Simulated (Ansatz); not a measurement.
HfN: a vibration from a frozen displacement

All numbers below come from DFT r2SCAN, scalar-relativistic, plane waves, PAW (Ansatz 0.2.0). The runs took a 500 eV cutoff, a Γ-centred 16×16×16 mesh and Gaussian smearing (0.15 eV). Spin–orbit coupling is left out, which matters for the heavy elements here. No spin polarisation. Energies are free energies at this smearing, counted from the undisturbed cell; pressure is positive in compression.

Reference structure (as given, not relaxed at this level; it stands at -2.2 GPa; this zinc-blende form isn't the usual structure):

```xyz
2
Lattice="0.0000 2.4548 2.4548 2.4548 0.0000 2.4548 2.4548 2.4548 0.0000" Properties=species:S:1:pos:R:3 pbc="T T T"
Hf    0.0000    0.0000    0.0000
N     3.6822    3.6822    3.6822
```

Every Hf atom is moved by x along the Cartesian unit vector (0.000, 0.000, 1.000); the cell and all other atoms stay fixed. The cell's volume is 29.59 Å³; the moved atoms weigh 178.490 u together and the others 14.007 u. Some rows repeat others by symmetry and weren't run.

| x (Å) | ΔE (meV/cell) | total force on the moved atoms along the move (eV/Å) | pressure (GPa) |
| --- | --- | --- | --- |
| -0.1000 | 58.91 | 1.1808 | -1.1584 |
| -0.0875 | 45.09 | 1.0308 | -1.3927 |
| -0.0750 | 33.14 | 0.8812 | -1.5961 |
| -0.0500 | 14.81 | 0.5872 | -1.9098 |
| -0.0250 | 3.74 | 0.2977 | -2.1005 |
| 0.0000 | 0.00 | 0.0000 | -2.1653 |
| 0.0250 | 3.74 | -0.2977 | -2.1005 |
| 0.0500 | 14.81 | -0.5872 | -1.9098 |
| 0.0750 | 33.14 | -0.8812 | -1.5961 |
| 0.0875 | 45.09 | -1.0308 | -1.3927 |
| 0.1000 | 58.91 | -1.1808 | -1.1584 |

Question: What frequency belongs to this motion?

Answer: The force constant is k = −dF/dx = 11.908 eV/Å², from the parabola through x = -0.0250, 0 and 0.0250. In every cell the moved atoms swing against the rest, so the mass is μ = m₁m₂/(m₁ + m₂) = 12.988 u, and ν̃ = 521.5 cm⁻¹ × √(|k|/μ) = 499 cm⁻¹, at this cell's pressure of -2.2 GPa. To first order in x, and within 1 %, the force on every atom lies along the move and, within each of the two groups, in proportion to the atom's mass, so this is itself a mode at the zone centre of this cell.

Question: How far does the harmonic law reach?

Answer: At x = -0.100 Å, kx²/2 = 59.54 meV against the computed 58.91 meV (-1.1 %): the well is still close to harmonic there.

Question: The pressure changes with x². What does that say about the frequency under compression?

Answer: With E = k(V)x²/2, k ∝ V^(−2γ) and x scaling with the cell as V^(1/3), P − P0 = −∂E/∂V = (2γ − 2/3) ΔE/V. At x = 0.0500 Å, V(P − P0) = 29.59 × 0.25550 / 160.2 eV = 47.18 meV and ΔE = 14.81 meV, so γ = 1/3 + V(P − P0)/(2ΔE) = 1.93. This is the Grüneisen parameter of the motion under uniform scaling of the cell: shrinking the cell evenly by 1 % in volume raises the frequency by about 1.93 %.

In a metal these slopes depend on the k mesh and the smearing.

The frequency of 499 cm⁻¹ belongs to the zone-centre optical mode, in which nitrogen does nearly all the moving because hafnium is so much heavier. The restoring force comes from stretching and bending the polar Hf–N bonds, largely Hf 5d–N 2p in character. Shortening these bonds strengthens both orbital overlap and short-range repulsion, which explains the positive Grüneisen parameter. Tetrahedral symmetry makes the mode threefold degenerate, and metallic screening removes the long-range field that would otherwise split it into longitudinal and transverse branches.

The small departure from harmonicity isn't a simple quartic softening: the ratio of force to displacement first falls, then rises slightly. This may reflect states shifting near the Fermi level, or merely the numerical limits of such small differences. The evenness of the well is imposed by symmetry along this cube axis, whereas a cubic term is allowed along a body diagonal, so the near-harmonic behaviour can't be carried over to every direction. The positive curvature shows resistance to this one distortion, not dynamical stability of the zinc-blende form.
